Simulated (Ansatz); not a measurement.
Calculated S-33 NMR of the central transition for SiS₂

Cell: a structure deposited in the COD, whose atoms a relaxation with r2SCAN at fixed cell left in place.

Space group Ibam (No. 72); a = 5.5640, b = 9.5450, c = 5.5520 Å.

| site | Wyckoff | site symmetry | x | y | z |
| --- | --- | --- | --- | --- | --- |
| Si | 4a | 222 | 0.0000 | 0.0000 | 0.7500 |
| S | 8j | ..m | 0.2088 | 0.1182 | 0.0000 |

One atom of each set is listed; the run and its k-mesh use a cell of 6 atoms with edges of 6.18, 6.18, 6.18 Å.

Method: Kohn–Sham DFT in Ansatz, r2SCAN, plane waves and PAW, scalar-relativistic, 500 eV cutoff, Γ-centred 8×8×8 k-points, Fermi–Dirac smearing 0.01 eV.

S-33 has I = 3/2 and Q = -69.40 mb (Pyykkö 2018); at 21.1 T its Larmor frequency is ν₀ = 69.0 MHz. Only the quadrupole interaction is simulated: positions count from each site's isotropic chemical shift, and shift anisotropy, dipolar and J coupling are left out.

Task: Simulate the second-order pattern (static powder, Gaussian broadening 50 kHz) of site S (2 Si at 2.13 Å, angle 81°).

Result: The calculation gives C_Q = 21.2 MHz and η = 0.67, so ν_Q = 10.6 MHz and the centre of gravity lies at -2721 ppm (-188 kHz).

```json
{"offset (kHz)": "-999.9", "height": "0"}
{"offset (kHz)": "-960.2", "height": "1"}
{"offset (kHz)": "-920.5", "height": "11"}
{"offset (kHz)": "-880.8", "height": "31"}
{"offset (kHz)": "-841.1", "height": "35"}
{"offset (kHz)": "-801.4", "height": "36"}
{"offset (kHz)": "-761.7", "height": "37"}
{"offset (kHz)": "-722.0", "height": "39"}
{"offset (kHz)": "-682.3", "height": "40"}
{"offset (kHz)": "-642.6", "height": "41"}
{"offset (kHz)": "-602.9", "height": "43"}
{"offset (kHz)": "-563.2", "height": "44"}
{"offset (kHz)": "-523.5", "height": "46"}
{"offset (kHz)": "-483.8", "height": "48"}
{"offset (kHz)": "-444.1", "height": "51"}
{"offset (kHz)": "-404.4", "height": "54"}
{"offset (kHz)": "-364.7", "height": "57"}
{"offset (kHz)": "-325.0", "height": "61"}
{"offset (kHz)": "-285.3", "height": "67"}
{"offset (kHz)": "-245.6", "height": "75"}
{"offset (kHz)": "-205.9", "height": "91"}
{"offset (kHz)": "-166.2", "height": "99"}
{"offset (kHz)": "-126.5", "height": "86"}
{"offset (kHz)": "-86.8", "height": "79"}
{"offset (kHz)": "-47.1", "height": "77"}
{"offset (kHz)": "-7.4", "height": "77"}
{"offset (kHz)": "32.3", "height": "77"}
{"offset (kHz)": "72.0", "height": "74"}
{"offset (kHz)": "111.7", "height": "85"}
{"offset (kHz)": "151.4", "height": "100"}
{"offset (kHz)": "191.1", "height": "66"}
{"offset (kHz)": "230.8", "height": "44"}
{"offset (kHz)": "270.5", "height": "39"}
{"offset (kHz)": "310.2", "height": "36"}
{"offset (kHz)": "349.9", "height": "34"}
{"offset (kHz)": "389.6", "height": "32"}
{"offset (kHz)": "429.3", "height": "27"}
{"offset (kHz)": "469.0", "height": "10"}
{"offset (kHz)": "508.7", "height": "1"}
{"offset (kHz)": "548.4", "height": "0"}
```

At S V_zz stands upright on the plane of its two bonds (within 1°).

With ν_Q/ν₀ up to 0.15, terms beyond second order are no longer negligible.

The relaxation (2 steps) took 3.1 min of wall time (3.1 min of CPU time) and 1.2 GiB at its peak, on 1 thread of Arm Neoverse N1 (aarch64; 36 cores open to the job, memory cap 3.0 GiB, no GPU), a shared host with a load of 0.8 a core.
